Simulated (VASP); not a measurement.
# HfH2 (I4/mmm) in VASP: notebook

Runs on HfH2. Level: PBEsol. Tasks: single point.

Program: VASP 6.6.1. These are calculated values, not measurements. Logs are shortened: lines on timing, memory, paths and dates and some standing lists are left out, and cuts for length are marked.

**1. The structure**

Symmetry: I4/mmm, No. 139, tetragonal system. Conventional cell: a = 3.478 Å, b = 3.478 Å, c = 4.361 Å, α = 90.00°, β = 90.00°, γ = 90.00°. Hf (site symmetry 4/mmm) has 8 H at 2.05 Å as nearest neighbours. H (site symmetry -4m2) has 4 Hf at 2.05 Å and 2 H at 2.18 Å as nearest neighbours.

**2. Single point, PBEsol**

File INCAR:

```
PREC = Accurate
ENCUT = 650
EDIFF = 1E-6
ISMEAR = 1
SIGMA = 0.15
LREAL = False
LASPH = True
NELM = 100
ALGO = Normal
ISIF = 2
LWAVE = False
LCHARG = False
GGA = PS
NBANDS = 13
ADDGRID = False
```

File KPOINTS:

```
Automatic mesh
0
Gamma
  8 8 8
```

File POSCAR:

```
HfH2
1.0
   -1.7390000000      1.7390000000      2.1805000000
    1.7390000000     -1.7390000000      2.1805000000
    1.7390000000      1.7390000000     -2.1805000000
Hf H
1 2
Direct
    0.0000000000      0.0000000000      0.0000000000
    0.2500000000      0.7500000000      0.5000000000
    0.7500000000      0.2500000000      0.5000000000
```

Potentials or basis: VASP PAW PBE potentials, release 64 (Hf_pv, H_s).

Started as:

```bash
$ cat potpaw_PBE.64/Hf_pv/POTCAR potpaw_PBE.64/H_s/POTCAR > POTCAR
$ mpirun -np 1 vasp_std > vasp.out
```

OUTCAR:

```text
PREC = Accurate
   ENCUT = 650
   EDIFF = 1E-6
   ISMEAR = 1
   LREAL = False
   LASPH = True
   NELM = 100
   ISIF = 2
   GGA = PS

 Found     59 irreducible k-points:

 Following reciprocal coordinates:
            Coordinates               Weight
  0.000000  0.000000  0.000000      1.000000
  0.125000  0.000000  0.000000      8.000000
  0.250000  0.000000  0.000000      8.000000
  0.375000  0.000000  0.000000      8.000000
  0.500000  0.000000  0.000000      4.000000
  0.125000  0.125000  0.000000      8.000000
   k-points           NKPTS =     59   k-points in BZ     NKDIM =     59   number of bands    NBANDS=     13
   number of dos      NEDOS =    301   number of ions     NIONS =      3
   total plane-waves  NPLWV =  21952
   dimension x,y,z NGX =    28 NGY =   28 NGZ =   28
   dimension x,y,z NGXF=    56 NGYF=   56 NGZF=   56
   ions per type =               1   2
   NGX,Y,Z   is equivalent  to a cutoff of  14.16, 14.16, 14.16 a.u.
   NGXF,Y,Z  is equivalent  to a cutoff of  28.33, 28.33, 28.33 a.u.
 SYSTEM =  unknown system
   PREC   = accura    normal or accurate (medium, high low for compatibility)
   ISTART =      0    job   : 0-new  1-cont  2-samecut
   ICHARG =      2    charge: 1-file 2-atom 10-const
   ISPIN  =      1    spin polarized calculation?
   LNONCOLLINEAR =      F non collinear calculations
   LSORBIT =      F    spin-orbit coupling
   LASPH  =      T    aspherical Exc in radial PAW
   ENCUT  =  650.0 eV  47.77 Ry    6.91 a.u.   6.83  6.83  6.83*2*pi/ulx,y,z
   NELM   =    100;   NELMIN=  2; NELMDL= -5     # of ELM steps
   EDIFF  = 0.1E-05   stopping-criterion for ELM
   LREAL  =      F    real-space projection
   EDIFFG = 0.1E-04   stopping-criterion for IOM
   NSW    =      0    number of steps for IOM
   IBRION =     -1    ionic relax: 0-MD 1-quasi-New 2-CG
   NFREE  =      0    steps in history (QN), initial steepest desc. (CG)
   ISIF   =      2    stress and relaxation
   ISYM   =      2    0-nonsym 1-usesym 2-fastsym
   POTIM  = 0.5000    time-step for ionic-motion
   TEBEG  =    0.0;   TEEND  =   0.0 temperature during run
   PSTRESS=    0.0 pullay stress
   NELECT =      12.0000    total number of electrons
   NUPDOWN=      -1.0000    fix difference up-down
   EMIN   =  10.00;   EMAX   =-10.00  energy-range for DOS
   EFERMI =   0.00;   METHOD = LEGACY
   ISMEAR =     1;   SIGMA  =   0.15  broadening in eV -4-tet -1-fermi 0-gaus
   EFERMI_NEDOS =   21; number of points for ismear=-14 and -15
   IALGO  =     38    algorithm
   IMIX   =      4    mixing-type and parameters
     AMIX     =   0.40;   BMIX     =  1.00
     AMIX_MAG =   1.60;   BMIX_MAG =  1.00
  volume/ion in A,a.u.               =       8.79        59.33
  Fermi-wavevector in a.u.,A,eV,Ry     =   1.259109  2.379372 21.570088  1.585357
  Thomas-Fermi vector in A             =   2.392686
   LORBIT       =      0    0 simple, 1 ext, 2 COOP (PROOUT), +10 PAW based schemes
   GGA     = PS    functional components
   LHFCALC =     F    Hartree Fock is set to
   AEXX    =    0.0000 exact exchange contribution
   IVDW    =     0    specifies the selected vdW correction
   LEPSILON=     F    determine dielectric tensor
   LRPA    =     F    only Hartree local field effects (RPA)
 non-spin polarized calculation
 Methfessel and Paxton  Order N= 1 SIGMA  =   0.15
  energy-cutoff  :      650.00
  volume of cell :       26.38
 maximum number of plane-waves:      1010
   NGX = 13   NGY = 13   NGZ = 13

 number of electron      12.0000000 magnetization

 Free energy of the ion-electron system (eV)
  ---------------------------------------------------
  ext. energy  EPLUGINS =         0.00000000
  ---------------------------------------------------
  free energy    TOTEN  =       -18.84182819 eV

  energy without entropy =      -18.84331397  energy(sigma->0) =      -18.84232345

 E-fermi :   5.1186     XC(G=0): -11.5327

 val. band max:        5.0384152687   @ k =  -0.2500   0.1250   0.0000
 cond. band min:       5.1903510991   @ k =  -0.1250   0.1250   0.0000
 fundamental gap:      0.1519358304
 Fermi energy:         5.1185564750

 k-point     1 :       0.0000    0.0000    0.0000
  band No.  band energies     occupation
      1     -25.7112      2.00000
      2     -25.7112      2.00000
      3     -25.6601      2.00000
      4      -6.0368      2.00000
      5       3.9772      2.00000
      6       4.7398      2.00207
      7       4.7398      2.00207
      8       5.5293     -0.00075
      9       7.0711     -0.00000
     10       8.4047      0.00000
     11      16.6120      0.00000
     12      17.0566      0.00000
     13      17.0566      0.00000

 k-point     2 :       0.1250    0.0000    0.0000
  band No.  band energies     occupation
      1     -25.7847      2.00000
      2     -25.7283      2.00000
      3     -25.6793      2.00000
      4      -5.6147      2.00000
      5       2.1282      2.00000
      6       4.9024      2.06037
      7       5.4054     -0.02100
      8       6.9951     -0.00000
      9       7.3761     -0.00000
     10       8.1715      0.00000
     11      14.7837      0.00000
     12      17.6496      0.00000
     13      17.9516      0.00000
[... 33 lines left out ...]
 k-point     5 :       0.5000    0.0000    0.0000
  band No.  band energies     occupation
      1     -26.2615      2.00000
      2     -25.8260      2.00000
      3     -25.7114      2.00000
      4      -3.1431      2.00000
      5       0.0422      2.00000
      6       4.4032      2.00000
      7       5.7721     -0.00000
      8       8.9997      0.00000
      9       9.7852      0.00000
     10      10.0310      0.00000
     11      11.4847      0.00000
     12      16.2984      0.00000
     13      17.0243      0.00000

 k-point     6 :       0.1250    0.1250    0.0000
  band No.  band energies     occupation
      1     -25.8953      2.00000
      2     -25.7694      2.00000
      3     -25.6936      2.00000
      4      -4.9240      2.00000
      5       0.8920      2.00000
      6       4.9959      1.98880
      7       5.6250     -0.00002
      8       7.1061     -0.00000
      9       8.1452      0.00000
     10       9.4100      0.00000
     11      13.6473      0.00000
     12      17.6185      0.00000
     13      18.0865      0.00000

 [... further k-points ...]

------------------------ aborting loop because EDIFF is reached ----------------------------------------

  FORCE on cell =-STRESS in cart. coord.  units (eV):
  Direction    XX          YY          ZZ          XY          YZ          ZX
  --------------------------------------------------------------------------------------
  -------------------------------------------------------------------------------------
  Total       -0.8536682     -0.8536682     -1.0765042      0.0000000      0.0000000     -0.0000000
  in kB      -51.8542608    -51.8542608    -65.3899603      0.0000000      0.0000000     -0.0000000
  external PRESSURE =     -56.3661607 kB  Pullay stress =       0.0000000 kB

 VOLUME and BASIS-vectors are now :
 -----------------------------------------------------------------------------
  energy-cutoff  :      650.00
  volume of cell :       26.38
      direct lattice vectors                 reciprocal lattice vectors
    -1.739000000  1.739000000  2.180500000     0.000000000  0.287521564  0.229305205
     1.739000000 -1.739000000  2.180500000     0.287521564  0.000000000  0.229305205
     1.739000000  1.739000000 -2.180500000     0.287521564  0.287521564  0.000000000

 POSITION                                       TOTAL-FORCE (eV/Angst)
 -----------------------------------------------------------------------------------
      0.00000      0.00000      0.00000        -0.000000      0.000000     -0.000000
      1.73900     -0.00000      1.09025         0.000000     -0.000000     -0.000000
     -0.00000      1.73900      1.09025        -0.000000      0.000000      0.000000
 -----------------------------------------------------------------------------------
    total drift:                               -0.000000     -0.000000      0.000000

  FREE ENERGIE OF THE ION-ELECTRON SYSTEM (eV)
  ---------------------------------------------------
  free  energy   TOTEN  =       -18.8418281870 eV

  energy  without entropy=      -18.8433139719  energy(sigma->0) =      -18.84232345
```

Wall time 11 s (1 thread of Intel Xeon 6975P-C (Granite Rapids), shared host); peak memory 0.17 GiB.

These settings aren't checked as converged: the numbers below hold their error.

Results:

| Quantity | Value |
| --- | --- |
| Free energy | -18.8418 eV |
| Pressure | -5.6 GPa |
| Band gap on the k mesh | none (metal or under the smearing width) |

Caveat: the PAW data sets were made with another functional, which shifts forces and pressure a little.

**3. Single point, PBEsol**

Changes to INCAR since step 2:

```diff
@@ -1,3 +1,3 @@
 PREC = Accurate
-ENCUT = 650
+ENCUT = 460
 EDIFF = 1E-6
```

File KPOINTS:

```
Automatic mesh
0
Gamma
  10 10 10
```

POSCAR is that of step 2.

Potentials or basis: VASP PAW PBE potentials, release 64 (Hf_pv, H_s).

Started as:

```bash
$ cat potpaw_PBE.64/Hf_pv/POTCAR potpaw_PBE.64/H_s/POTCAR > POTCAR
$ mpirun -np 1 vasp_std > vasp.out
```

It took 8.1 s on 1 thread of Intel Xeon 6975P-C (Granite Rapids), shared host; peak memory 0.15 GiB.

The run converged, but some of its settings lie outside the range that counts as converged, so its numbers aren't taken as properties of the crystal.

Results:

```
Free energy            : -18.8399 eV
Pressure               : -5.6 GPa
Band gap on the k mesh : none (metal or under the smearing width)
```

Caveat: the PAW data sets were made with another functional, which shifts forces and pressure a little.
